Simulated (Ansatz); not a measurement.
BeTe in Ansatz: convergence with ecutrho ratio

Crystal: BeTe.

```xyz
2
Lattice="0.0000 2.7700 2.7700 2.7700 0.0000 2.7700 2.7700 2.7700 0.0000" Properties=species:S:1:pos:R:3 pbc="T T T"
Te    4.1550    4.1550    4.1550
Be    0.0000    0.0000    0.0000
```

| Quantity | Value |
| --- | --- |
| Program | Ansatz 0.2.0 |
| Task | convergence study |
| Functional | PBE |
| Potentials or basis | Ansatz PAW |
| Cutoff | 420 eV |
| Density cutoff | 1680 eV |
| k mesh | 7 × 7 × 7 |
| Occupations | gaussian, width 0.1 eV |
| Spin | spin-orbit coupling, no magnetisation |

These are the settings of the first run; the series varies ecutrho ratio, with any setting tied to it.

Hardware: 2 threads of Arm Neoverse V2, on a shared host.

```csv
ecutrho ratio,"energy less the tightest run, at zero smearing (meV/atom)",SCF cycles,CPU time (s),peak memory (GiB)
4,0.00,7,5,0.39
5,0.00,7,5.1,0.41
6,0.00,7,5.2,0.42
8,0.00,7,5.3,0.45
10,0.00,7,5.6,0.49
12,0.00,7,5.7,0.51
```

Against the tightest run, the energy stays within 1 meV/atom from 4 on. The tightest run that finished is the yardstick and may itself not be fully converged.
